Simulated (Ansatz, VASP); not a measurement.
BaTiO3 in VASP and in Ansatz

```xyz
5
Lattice="3.9998 0.0000 0.0000 0.0000 3.9998 0.0000 0.0000 0.0000 4.0984" Properties=species:S:1:pos:R:3 pbc="T T T"
Ba    0.0000    0.0000    0.0000
Ti    1.9999    1.9999    1.9754
O     1.9999    1.9999    0.0656
O     1.9999    0.0000    2.1107
O     0.0000    1.9999    2.1107
```

Change from the starting cell: zz strain of +2 %, crystal datasets.

Alike in both runs: task electric field gradients; functional PBEsol; k mesh 7 × 7 × 7; occupations fermi-dirac, width 0.08 eV; no spin polarisation.

|  | VASP | Ansatz |
| --- | --- | --- |
| version | VASP 6.6.1 | Ansatz 0.2.0 |
| potentials or method | VASP PAW PBE potentials, release 64 (Ba_sv, Ti_sv, O), cutoff 520 eV | all-electron PAW with datasets made for the crystal, scalar-relativistic |

VASP gave:

```
pressure (GPa)                                                 : -5.0
largest component of the traceless stress (GPa)                : 1.34
rms of the force components (eV/Å)                             : 0.197
Vzz of the field gradient on the site that differs most (V/Å²) : 13.5
```

Problem. Estimate Ansatz's values.

Solution. Pressure (GPa): -6.6; largest component of the traceless stress (GPa): 1.32; rms of the force components (eV/Å): 0.208; Vzz of the field gradient on the site that differs most (V/Å²): 14.1.

Atom by atom the forces differ by 0.014 eV/Å (rms over components). Ansatz ran all-electron here, so the differences hold the error of VASP's frozen core and of both bases. Ansatz warned: «gradients_without_spin_orbit».

Caveats: the PAW data sets were made with another functional, which shifts forces and pressure a little (VASP). A k mesh can miss the band edges.
